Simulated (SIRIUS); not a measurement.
# CuO (P-6m2) in SIRIUS: a series of runs, part 3 of 4

SIRIUS 7.12.0. Earlier steps stand in the parts before.

### 5 Equation of state, BLYP, 9.64 Å³/atom

File sirius.json:

```json
{
  "control": {
    "processing_unit": "cpu",
    "std_evp_solver_name": "lapack",
    "gen_evp_solver_name": "lapack",
    "verbosity": 2,
    "print_forces": false,
    "ortho_rf": true,
    "use_second_variation": true,
    "rmt_max": 3.0,
    "num_bands_to_print": 22,
    "save_wf": true
  },
  "parameters": {
    "electronic_structure_method": "full_potential_lapwlo",
    "xc_functionals": ["XC_GGA_X_B88", "XC_GGA_C_LYP"],
    "core_relativity": "dirac",
    "valence_relativity": "iora",
    "num_fv_states": 22,
    "smearing": "fermi_dirac",
    "smearing_width": 0.0018374661,
    "pw_cutoff": 24,
    "gk_cutoff": 4.62,
    "lmax_apw": 12,
    "lmax_rho": 8,
    "lmax_pot": 8,
    "num_mag_dims": 0,
    "auto_rmt": 0,
    "ngridk": [6, 6, 5],
    "shiftk": [0, 0, 0],
    "num_dft_iter": 80,
    "energy_tol": 1e-07,
    "density_tol": 1e-05,
    "use_symmetry": true
  },
  "settings": {"tol_ne": 1e-10},
  "iterative_solver": {"type": "exact"},
  "mixer": {"type": "anderson", "beta": 0.5, "max_history": 8},
  "unit_cell": {
    "lattice_vectors": [[5.3598776583, 0.0, 0.0], [-2.6799388197, 4.6417902158, 0.0], [0.0, 0.0, 5.2309750363]],
    "atom_types": ["Cu", "O"],
    "atom_files": {"Cu": "Cu.json", "O": "O.json"},
    "atoms": {"Cu": [[0.0, 0.0, 0.0]], "O": [[0.6666666667, 0.3333333333, 0.5]]}
  }
}
```

File Cu.json:

```json
{
  "name": "copper",
  "symbol": "Cu",
  "number": 29,
  "mass": 63.546,
  "rmin": 1e-06,
  "rmt": 2.34,
  "nrmt": 800,
  "rinf": 15.61,
  "core": "1s2s2p",
  "valence": [
    {"basis": [{"enu": 0.02, "dme": 0, "n": 0, "auto": 0}, {"enu": 0.02, "dme": 1, "n": 0, "auto": 0}]},
    {"l": 0, "n": 1, "basis": [{"enu": 0.12, "dme": 0, "n": 0, "auto": 0}]},
    {"l": 1, "n": 2, "basis": [{"enu": 0.12, "dme": 0, "n": 0, "auto": 0}]},
    {"l": 2, "n": 3, "basis": [{"enu": 0.12, "dme": 0, "n": 0, "auto": 0}]},
    {"l": 3, "n": 4, "basis": [{"enu": 0.12, "dme": 0, "n": 0, "auto": 0}]}
  ],
  "lo": [
    {"l": 0, "basis": [{"enu": 0.12, "dme": 0, "n": 0, "auto": 0}, {"enu": 0.12, "dme": 1, "n": 0, "auto": 0}]},
    {
      "l": 0,
      "basis": [{"enu": -3.8859, "dme": 0, "n": 3, "auto": 1}, {"enu": -3.8859, "dme": 1, "n": 3, "auto": 1}]
    },
    {
      "l": 0,
      "basis": [{"enu": -3.8859, "dme": 1, "n": 3, "auto": 1}, {"enu": 0.12, "dme": 0, "n": 0, "auto": 0}]
    },
    {"l": 0, "basis": [{"enu": 0.12, "dme": 0, "n": 0, "auto": 0}, {"enu": 3.0421, "dme": 0, "n": 0, "auto": 0}]},
    {"l": 1, "basis": [{"enu": 0.12, "dme": 0, "n": 0, "auto": 0}, {"enu": 0.12, "dme": 1, "n": 0, "auto": 0}]},
    {
      "l": 1,
      "basis": [{"enu": -2.3453, "dme": 0, "n": 3, "auto": 1}, {"enu": -2.3453, "dme": 1, "n": 3, "auto": 1}]
    },
    {
      "l": 1,
      "basis": [{"enu": -2.3453, "dme": 1, "n": 3, "auto": 1}, {"enu": 0.12, "dme": 0, "n": 0, "auto": 0}]
    },
    {"l": 1, "basis": [{"enu": 0.12, "dme": 0, "n": 0, "auto": 0}, {"enu": 3.4804, "dme": 0, "n": 0, "auto": 0}]},
    {"l": 2, "basis": [{"enu": 0.12, "dme": 0, "n": 0, "auto": 0}, {"enu": 0.12, "dme": 1, "n": 0, "auto": 0}]},
    {"l": 2, "basis": [{"enu": 0.12, "dme": 1, "n": 0, "auto": 0}, {"enu": 0.12, "dme": 2, "n": 0, "auto": 0}]},
    {"l": 2, "basis": [{"enu": 0.12, "dme": 0, "n": 0, "auto": 0}, {"enu": 2.969, "dme": 0, "n": 0, "auto": 0}]},
    {"l": 3, "basis": [{"enu": 0.12, "dme": 0, "n": 0, "auto": 0}, {"enu": 0.12, "dme": 1, "n": 0, "auto": 0}]},
    {"l": 3, "basis": [{"enu": 0.12, "dme": 0, "n": 0, "auto": 0}, {"enu": 3.2977, "dme": 0, "n": 0, "auto": 0}]}
  ],
  "free_atom": [... radial grid and density of the free atom, the start of the SCF ...]
}
```

File O.json:

```json
{
  "name": "oxygen",
  "symbol": "O",
  "number": 8,
  "mass": 15.9994,
  "rmin": 1e-06,
  "rmt": 1.56,
  "nrmt": 800,
  "rinf": 11.55,
  "core": "1s",
  "valence": [
    {"basis": [{"enu": 0.02, "dme": 0, "n": 0, "auto": 0}, {"enu": 0.02, "dme": 1, "n": 0, "auto": 0}]},
    {"l": 0, "n": 1, "basis": [{"enu": -0.0972, "dme": 0, "n": 0, "auto": 0}]},
    {"l": 1, "n": 2, "basis": [{"enu": 0.12, "dme": 0, "n": 0, "auto": 0}]},
    {"l": 2, "n": 3, "basis": [{"enu": 0.12, "dme": 0, "n": 0, "auto": 0}]},
    {"l": 3, "n": 4, "basis": [{"enu": 0.12, "dme": 0, "n": 0, "auto": 0}]}
  ],
  "lo": [
    {
      "l": 0,
      "basis": [{"enu": -0.0972, "dme": 0, "n": 0, "auto": 0}, {"enu": -0.0972, "dme": 1, "n": 0, "auto": 0}]
    },
    {
      "l": 0,
      "basis": [{"enu": -0.0972, "dme": 1, "n": 0, "auto": 0}, {"enu": -0.0972, "dme": 2, "n": 0, "auto": 0}]
    },
    {
      "l": 0,
      "basis": [{"enu": -0.0972, "dme": 0, "n": 0, "auto": 0}, {"enu": 4.8338, "dme": 0, "n": 0, "auto": 0}]
    },
    {"l": 1, "basis": [{"enu": 0.12, "dme": 0, "n": 0, "auto": 0}, {"enu": 0.12, "dme": 1, "n": 0, "auto": 0}]},
    {"l": 1, "basis": [{"enu": 0.12, "dme": 1, "n": 0, "auto": 0}, {"enu": 0.12, "dme": 2, "n": 0, "auto": 0}]},
    {"l": 1, "basis": [{"enu": 0.12, "dme": 0, "n": 0, "auto": 0}, {"enu": 5.7906, "dme": 0, "n": 0, "auto": 0}]},
    {"l": 2, "basis": [{"enu": 0.12, "dme": 0, "n": 0, "auto": 0}, {"enu": 0.12, "dme": 1, "n": 0, "auto": 0}]},
    {"l": 2, "basis": [{"enu": 0.12, "dme": 1, "n": 0, "auto": 0}, {"enu": 0.12, "dme": 2, "n": 0, "auto": 0}]},
    {"l": 2, "basis": [{"enu": 0.12, "dme": 0, "n": 0, "auto": 0}, {"enu": 6.5303, "dme": 0, "n": 0, "auto": 0}]},
    {"l": 3, "basis": [{"enu": 0.12, "dme": 0, "n": 0, "auto": 0}, {"enu": 0.12, "dme": 1, "n": 0, "auto": 0}]}
  ],
  "free_atom": [... radial grid and density of the free atom, the start of the SCF ...]
}
```

File sirius_start.json:

```json
{
  "control": {
    "processing_unit": "cpu",
    "std_evp_solver_name": "lapack",
    "gen_evp_solver_name": "lapack",
    "verbosity": 1,
    "print_forces": false,
    "ortho_rf": true,
    "use_second_variation": true,
    "rmt_max": 3.0,
    "num_bands_to_print": 22,
    "save_wf": false
  },
  "parameters": {
    "electronic_structure_method": "full_potential_lapwlo",
    "xc_functionals": ["XC_LDA_X", "XC_LDA_C_PW"],
    "core_relativity": "dirac",
    "valence_relativity": "iora",
    "num_fv_states": 22,
    "smearing": "fermi_dirac",
    "smearing_width": 0.0055123983,
    "pw_cutoff": 24,
    "gk_cutoff": 3.69,
    "lmax_apw": 12,
    "lmax_rho": 8,
    "lmax_pot": 8,
    "num_mag_dims": 0,
    "auto_rmt": 0,
    "ngridk": [2, 2, 2],
    "shiftk": [0, 0, 0],
    "num_dft_iter": 30,
    "energy_tol": 0.01,
    "density_tol": 0.05,
    "use_symmetry": true
  },
  "settings": {"tol_ne": 1e-10},
  "iterative_solver": {"type": "exact"},
  "mixer": {"type": "anderson", "beta": 0.5, "max_history": 8},
  "unit_cell": {
    "lattice_vectors": [[5.3598776583, 0.0, 0.0], [-2.6799388197, 4.6417902158, 0.0], [0.0, 0.0, 5.2309750363]],
    "atom_types": ["Cu", "O"],
    "atom_files": {"Cu": "Cu.json", "O": "O.json"},
    "atoms": {"Cu": [[0.0, 0.0, 0.0]], "O": [[0.6666666667, 0.3333333333, 0.5]]}
  }
}
```

The run is started by

```bash
$ OMP_NUM_THREADS=2 sirius.scf --input=sirius_start.json --output=start.json
$ OMP_NUM_THREADS=2 sirius.scf --input=sirius.json --output=output.json --task=1
```

Wall time 28 s (2 threads of Arm Neoverse V2, shared host); peak memory 0.45 GiB.

The run converged. Its results:

```
Free energy                                       : -47093.0918 eV
Band gap on the k mesh                            : none (metal or under the smearing width)
All electrons inside the program's atomic spheres : Cu 28.00; O 6.96 (radii Cu 2.34, O 1.56 bohr)
```

Caveat: the k mesh is coarse (spacing up to 0.45 Å⁻¹), so the values aren't converged; an odd number of electrons without spin polarisation forces a metal; a magnetic or distorted state may lie lower; the run has no spin polarisation, though such a crystal can be magnetic; semilocal functionals often make such compounds metallic where correlation or magnetic order opens a gap, which also shifts bond lengths.

### 6 Equation of state, BLYP, 9.84 Å³/atom (volume scaled by 1.02)

sirius.json: that of step 5 with these lines changed.

```diff
@@ -39,3 +39,3 @@
   "unit_cell": {
-    "lattice_vectors": [[5.3598776583, 0.0, 0.0], [-2.6799388197, 4.6417902158, 0.0], [0.0, 0.0, 5.2309750363]],
+    "lattice_vectors": [[5.3953745713, 0.0, 0.0], [-2.6976872762, 4.6725314442, 0.0], [0.0, 0.0, 5.2656182647]],
     "atom_types": ["Cu", "O"],
```

File Cu.json:

```json
{
  "name": "copper",
  "symbol": "Cu",
  "number": 29,
  "mass": 63.546,
  "rmin": 1e-06,
  "rmt": 2.34,
  "nrmt": 800,
  "rinf": 15.61,
  "core": "1s2s2p",
  "valence": [
    {"basis": [{"enu": 0.01, "dme": 0, "n": 0, "auto": 0}, {"enu": 0.01, "dme": 1, "n": 0, "auto": 0}]},
    {"l": 0, "n": 1, "basis": [{"enu": 0.11, "dme": 0, "n": 0, "auto": 0}]},
    {"l": 1, "n": 2, "basis": [{"enu": 0.11, "dme": 0, "n": 0, "auto": 0}]},
    {"l": 2, "n": 3, "basis": [{"enu": 0.11, "dme": 0, "n": 0, "auto": 0}]},
    {"l": 3, "n": 4, "basis": [{"enu": 0.11, "dme": 0, "n": 0, "auto": 0}]}
  ],
  "lo": [
    {"l": 0, "basis": [{"enu": 0.11, "dme": 0, "n": 0, "auto": 0}, {"enu": 0.11, "dme": 1, "n": 0, "auto": 0}]},
    {
      "l": 0,
      "basis": [{"enu": -3.8959, "dme": 0, "n": 3, "auto": 1}, {"enu": -3.8959, "dme": 1, "n": 3, "auto": 1}]
    },
    {
      "l": 0,
      "basis": [{"enu": -3.8959, "dme": 1, "n": 3, "auto": 1}, {"enu": 0.11, "dme": 0, "n": 0, "auto": 0}]
    },
    {"l": 0, "basis": [{"enu": 0.11, "dme": 0, "n": 0, "auto": 0}, {"enu": 3.0321, "dme": 0, "n": 0, "auto": 0}]},
    {"l": 1, "basis": [{"enu": 0.11, "dme": 0, "n": 0, "auto": 0}, {"enu": 0.11, "dme": 1, "n": 0, "auto": 0}]},
    {
      "l": 1,
      "basis": [{"enu": -2.3553, "dme": 0, "n": 3, "auto": 1}, {"enu": -2.3553, "dme": 1, "n": 3, "auto": 1}]
    },
    {
      "l": 1,
      "basis": [{"enu": -2.3553, "dme": 1, "n": 3, "auto": 1}, {"enu": 0.11, "dme": 0, "n": 0, "auto": 0}]
    },
    {"l": 1, "basis": [{"enu": 0.11, "dme": 0, "n": 0, "auto": 0}, {"enu": 3.4704, "dme": 0, "n": 0, "auto": 0}]},
    {"l": 2, "basis": [{"enu": 0.11, "dme": 0, "n": 0, "auto": 0}, {"enu": 0.11, "dme": 1, "n": 0, "auto": 0}]},
    {"l": 2, "basis": [{"enu": 0.11, "dme": 1, "n": 0, "auto": 0}, {"enu": 0.11, "dme": 2, "n": 0, "auto": 0}]},
    {"l": 2, "basis": [{"enu": 0.11, "dme": 0, "n": 0, "auto": 0}, {"enu": 2.959, "dme": 0, "n": 0, "auto": 0}]},
    {"l": 3, "basis": [{"enu": 0.11, "dme": 0, "n": 0, "auto": 0}, {"enu": 0.11, "dme": 1, "n": 0, "auto": 0}]},
    {"l": 3, "basis": [{"enu": 0.11, "dme": 0, "n": 0, "auto": 0}, {"enu": 3.2877, "dme": 0, "n": 0, "auto": 0}]}
  ],
  "free_atom": [... radial grid and density of the free atom, the start of the SCF ...]
}
```

File O.json:

```json
{
  "name": "oxygen",
  "symbol": "O",
  "number": 8,
  "mass": 15.9994,
  "rmin": 1e-06,
  "rmt": 1.56,
  "nrmt": 800,
  "rinf": 11.55,
  "core": "1s",
  "valence": [
    {"basis": [{"enu": 0.01, "dme": 0, "n": 0, "auto": 0}, {"enu": 0.01, "dme": 1, "n": 0, "auto": 0}]},
    {"l": 0, "n": 1, "basis": [{"enu": -0.1072, "dme": 0, "n": 0, "auto": 0}]},
    {"l": 1, "n": 2, "basis": [{"enu": 0.11, "dme": 0, "n": 0, "auto": 0}]},
    {"l": 2, "n": 3, "basis": [{"enu": 0.11, "dme": 0, "n": 0, "auto": 0}]},
    {"l": 3, "n": 4, "basis": [{"enu": 0.11, "dme": 0, "n": 0, "auto": 0}]}
  ],
  "lo": [
    {
      "l": 0,
      "basis": [{"enu": -0.1072, "dme": 0, "n": 0, "auto": 0}, {"enu": -0.1072, "dme": 1, "n": 0, "auto": 0}]
    },
    {
      "l": 0,
      "basis": [{"enu": -0.1072, "dme": 1, "n": 0, "auto": 0}, {"enu": -0.1072, "dme": 2, "n": 0, "auto": 0}]
    },
    {
      "l": 0,
      "basis": [{"enu": -0.1072, "dme": 0, "n": 0, "auto": 0}, {"enu": 4.8238, "dme": 0, "n": 0, "auto": 0}]
    },
    {"l": 1, "basis": [{"enu": 0.11, "dme": 0, "n": 0, "auto": 0}, {"enu": 0.11, "dme": 1, "n": 0, "auto": 0}]},
    {"l": 1, "basis": [{"enu": 0.11, "dme": 1, "n": 0, "auto": 0}, {"enu": 0.11, "dme": 2, "n": 0, "auto": 0}]},
    {"l": 1, "basis": [{"enu": 0.11, "dme": 0, "n": 0, "auto": 0}, {"enu": 5.7806, "dme": 0, "n": 0, "auto": 0}]},
    {"l": 2, "basis": [{"enu": 0.11, "dme": 0, "n": 0, "auto": 0}, {"enu": 0.11, "dme": 1, "n": 0, "auto": 0}]},
    {"l": 2, "basis": [{"enu": 0.11, "dme": 1, "n": 0, "auto": 0}, {"enu": 0.11, "dme": 2, "n": 0, "auto": 0}]},
    {"l": 2, "basis": [{"enu": 0.11, "dme": 0, "n": 0, "auto": 0}, {"enu": 6.5203, "dme": 0, "n": 0, "auto": 0}]},
    {"l": 3, "basis": [{"enu": 0.11, "dme": 0, "n": 0, "auto": 0}, {"enu": 0.11, "dme": 1, "n": 0, "auto": 0}]}
  ],
  "free_atom": [... radial grid and density of the free atom, the start of the SCF ...]
}
```

sirius_start.json: that of step 5 with these lines changed.

```diff
@@ -39,3 +39,3 @@
   "unit_cell": {
-    "lattice_vectors": [[5.3598776583, 0.0, 0.0], [-2.6799388197, 4.6417902158, 0.0], [0.0, 0.0, 5.2309750363]],
+    "lattice_vectors": [[5.3953745713, 0.0, 0.0], [-2.6976872762, 4.6725314442, 0.0], [0.0, 0.0, 5.2656182647]],
     "atom_types": ["Cu", "O"],
```

Potentials or basis: all-electron FP-LAPW, apw+lo standard.

The run is started by

```bash
$ OMP_NUM_THREADS=2 sirius.scf --input=sirius_start.json --output=start.json
$ OMP_NUM_THREADS=2 sirius.scf --input=sirius.json --output=output.json --task=1
```

Run time: 28 s. Hardware: 2 threads of Arm Neoverse V2, shared host; peak memory 0.45 GiB.

The run converged. Its results:

| Quantity | Value |
| --- | --- |
| Free energy | -47093.1034 eV |
| Band gap on the k mesh | none (metal or under the smearing width) |
| All electrons inside the program's atomic spheres | Cu 27.97; O 6.95 (radii Cu 2.34, O 1.56 bohr) |

Caveat: the k mesh is coarse (spacing up to 0.45 Å⁻¹), so the values aren't converged; an odd number of electrons without spin polarisation forces a metal; a magnetic or distorted state may lie lower; the run has no spin polarisation, though such a crystal can be magnetic; semilocal functionals often make such compounds metallic where correlation or magnetic order opens a gap, which also shifts bond lengths.

(Continued in part 4 of 4.)
